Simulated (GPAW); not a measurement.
A calculation with GPAW 26.7.0 of C (ASE script, structure typed inline):

Contents of run.py:

```python
from ase import Atoms
from ase.dft.bandgap import bandgap
from ase.io import write
from ase.units import Bohr, GPa
from gpaw import GPAW, PW
from gpaw.elf import elf_from_dft_calculation

atoms = Atoms(['C'],
              cell=[[4.25517, 0.0, 0.0],
                    [0.0, 4.25517, 0.0],
                    [0.0, 0.0, 1.28229]],
              scaled_positions=[[0.5, 0.5, 0.5]],
              pbc=True)

calc = GPAW(mode=PW(800),
            xc='PBE',
            kpts={'size': (6, 6, 20), 'gamma': True},
            occupations={'name': 'fermi-dirac', 'width': 0.05},
            nbands=8,
            convergence={'density': 1e-05, 'energy': 1e-05},
            maxiter=150,
            txt='gpaw.txt')
atoms.calc = calc
energy = atoms.get_potential_energy()
forces = atoms.get_forces()
stress = atoms.get_stress()
calc.write('gs.gpw')
write('result.traj', atoms)
print(f'Energy: {energy:.6f} eV')
print('Forces (eV/A):')
print(forces.round(4))
print('Stress (GPa):', (stress / GPa).round(3))
print('Fermi level:', round(calc.get_fermi_level(), 4), 'eV')
print(f'Gap: {bandgap(calc)[0]:.4f} eV, direct: {bandgap(calc, direct=True)[0]:.4f} eV')

# fields on the real-space grid
write('density.cube', atoms, data=calc.get_pseudo_density() * Bohr**3)
write('potential.cube', atoms, data=calc.get_electrostatic_potential())
write('elf.cube', atoms, data=elf_from_dft_calculation(calc).data)
```

Potentials or basis: GPAW PAW data sets (gpaw-data 1.2.1), pw.

The run is started by

```console
$ OMP_NUM_THREADS=1 python run.py
```

The cell was built by a generator and needn't be a form met in nature.

Task: Write the same calculation in another form: cli, structure from a POSCAR.

Result: As run:

Contents of POSCAR:

```
C
1.0
    4.2551700000      0.0000000000      0.0000000000
    0.0000000000      4.2551700000      0.0000000000
    0.0000000000      0.0000000000      1.2822900000
C
1
Direct
    0.5000000000      0.5000000000      0.5000000000
```

Potentials or basis: GPAW PAW data sets (gpaw-data 1.2.1), pw.

The run is started by

```bash
$ OMP_NUM_THREADS=1 gpaw run POSCAR -p 'mode=PW(800),xc=PBE,kpts={size:(6,6,20),gamma:True},occupations={name:fermi-dirac,width:0.05},nbands=8,convergence={density:1e-05,energy:1e-05},maxiter=150,txt=gpaw.txt' --properties efs -w gs.gpw
```

Both were run:

|  | ASE script, structure typed inline | cli, structure from a POSCAR |
| --- | --- | --- |
| Pressure | 0.1 GPa | 0.1 GPa |
| Band gap on the k mesh | none (metal or under the smearing width) | none (metal or under the smearing width) |

Keys that steer only the numerical path or the files written may differ.
